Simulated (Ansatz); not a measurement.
Runs of Ansatz 0.2.0 on CdF2. It takes space group Fm-3m (No. 225, cubic). The conventional cell has a = 5.388 Å, b = 5.388 Å, c = 5.388 Å, α = 90.00°, β = 90.00°, γ = 90.00°. Cd (site symmetry m-3m) has 8 F at 2.33 Å as nearest neighbours. F (site symmetry -43m) is surrounded by 4 Cd at 2.33 Å. 

| level | spin | k mesh | cutoff (eV) | points for each segment of the path | gap on the mesh (eV) | pressure (GPa) |
| --- | --- | --- | --- | --- | --- | --- |
| PBE | off | 5 × 5 × 5 | 420 | 14 | 3.18 | 5.5 |
| r2SCAN0 | off | 5 × 5 × 5 | 500 | 4 | 6.52 | -1.9 |
| revPBE | off | 5 × 5 × 5 | 420 | 14 | 3.34 | (b) |
| RPBE | off | 5 × 5 × 5 | 420 | 14 | 3.39 | 10.3 |
| BLYP | off | 5 × 5 × 5 | 420 | 14 | 3.23 | 8.6 |
| PBE | SOC, no magnetisation | 9 × 9 × 9 | 420 | 14 | 3.13 | (a) |
| LDA | off | 5 × 5 × 5 | 420 | 14 | 2.89 | -5.7 |
| HSE06 | off | 5 × 5 × 5 | 420 | 4 | 5.30 | 1.8 |
| PBEsol | off | 5 × 5 × 5 | 420 | 14 | 3.02 | -0.2 |
| PBE0 | off | 5 × 5 × 5 | 420 | 4 | 6.05 | 1.5 |
| PBE | off | 9 × 9 × 9 | 420 | 14 | 3.13 | 5.5 |
| r2SCAN | off | 5 × 5 × 5 | 500 | 14 | 3.88 | 0.0 |

Alike in all rows: task band structure; potentials or basis Ansatz PAW; cell as given; smearing fermi-dirac 0.05 eV.

Question: Estimate the missing entries.

Answer: (a) 5.4; (b) 9.0.

Caveats: the k mesh misses the band edges, so the gap on the mesh is wider than the one along the path (some runs); the PAW data sets come from PBE, with cores solved anew for the run's functional, which leaves a small shift of forces and pressure (some runs); the thresholds are loose for stress (some runs).

A k mesh can miss the band edges, and rows without SOC leave out spin-orbit coupling on Cd.
